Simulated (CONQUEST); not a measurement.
SnSe:

```xyz
8
Lattice="4.1900 0.0000 0.0000 0.0000 4.4600 0.0000 0.0000 0.0000 11.4200" Properties=species:S:1:pos:R:3 pbc="T T T"
Sn    3.1425    4.0541   10.0153
Sn    1.0475    1.8241    7.1147
Sn    3.1425    2.6359    4.3053
Sn    1.0475    0.4059    1.4047
Se    3.1425    4.3886    7.3431
Se    1.0475    2.1586    9.7869
Se    3.1425    2.3014    1.6331
Se    1.0475    0.0714    4.0769
```

| Quantity | Value |
| --- | --- |
| Program | CONQUEST 1.3 |
| Task | single point |
| Functional | PBE |
| Potentials or basis | PseudoDojo NC PBE, DZP, grid cutoff 120 Ha |
| k mesh | 6 × 6 × 3 |
| Occupations | fermi-dirac, width 0.05 eV |
| Spin | no spin polarisation |

On this cell: pressure 3.5 GPa; largest force 0.476 eV/Å; band gap on the k mesh 0.56 eV, indirect (least direct gap 0.72 eV).

The same run follows on a disturbed copy (atoms moved at random, drawn with an rms of 0.05 Å):

```
Sn Se
1.0
     4.19000    0.00000    0.00000
     0.00000    4.46000    0.00000
     0.00000    0.00000   11.42000
Sn Se
4 4
Direct
  0.75014 0.90992 0.87532
  0.24558 0.41107 0.62557
  0.74919 0.59463 0.37286
  0.26253 0.08547 0.12656
  0.76315 0.98880 0.64479
  0.25954 0.48444 0.85588
  0.75453 0.50909 0.14295
  0.23136 0.01167 0.36049
```

Q: What changes?

A: The energy moves by +14.1 meV/atom; pressure 4.3 GPa; largest force 0.923 eV/Å; band gap on the k mesh 0.62 eV, indirect (least direct gap 0.75 eV).

Forces on the atoms (eV/Å):
```
Sn   0.076  0.083  0.705
Sn   0.164  0.159 -0.797
Sn  -0.192 -0.262  0.864
Sn  -0.079 -0.120 -0.551
Se  -0.195 -0.175 -0.609
Se  -0.071 -0.051  0.711
Se  -0.035  0.135 -0.656
Se   0.283  0.242  0.328
```

Stress tensor (GPa, compression positive):
```
3.24 0.64 0.13
0.64 2.84 0.01
0.13 0.01 6.94
```

The forces don't sum to zero, so they hold noise of the program's grid.

Caveats: spin-orbit coupling is left out, which moves the levels of the heavy elements; an odd mesh through Γ misses points on the zone boundary, where band edges often lie; the basis of atomic orbitals isn't converged, which shifts pressures, moduli and gaps.
